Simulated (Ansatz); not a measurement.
# Relaxing Os

All numbers below come from DFT PBE, scalar-relativistic, plane waves, PAW (Ansatz). Cutoff 420 eV, Γ-centred k mesh, Gaussian smearing, no spin polarisation in the final step.

Os was placed on the alpha-gallium structure type (Cmce, No. 64), at a guessed volume.

```xyz
4
Lattice="2.0623 -3.4951 0.0000 2.0623 3.4951 0.0000 0.0000 0.0000 4.1300" Properties=species:S:1:pos:R:3 pbc="T T T"
Os    2.0623    2.4291    0.3242
Os    2.0623   -1.0660    1.7408
Os    2.0623   -2.4291    3.8058
Os    2.0623    1.0660    2.3892
```

Cell and atoms relax at zero pressure; the relaxation can't lower the symmetry of the start. After a coarse first stage the cell is made exact in the group found at 0.06 Å.

Energies count from the standard state of Os at the same level.

Question: What does it relax into?

Answer: It ends in I4/mmm (No. 139). Conventional cell: a = 2.788 Å, c = 8.312 Å. Os has 5 Os at 2.50–2.57 Å and 4 Os at 2.79 Å.

```
Os
1.0
    -1.39377    1.39377    4.15616
     1.39377   -1.39377    4.15616
     1.39377    1.39377   -4.15616
Os
2
Direct
  0.84959 0.84959 0.00000
  0.15041 0.15041 0.00000
```

Question: What are its volume, energy, density and gap?

Answer: The volume per atom is 16.15 Å³, the density is 19.56 g/cm³ and the energy over the standard structure is 0.52 eV/atom. The gap on the 20×20×20 mesh is 0 eV (a metal).

The final run used a 20×20×20 mesh on its 2-atom cell and 0.10 eV smearing. For metals, differences of a few meV/atom aren't resolved. Spin–orbit coupling is left out. Symmetry constrained the relaxation, so the result can be a saddle point.

This form isn't the element's structure at ambient conditions.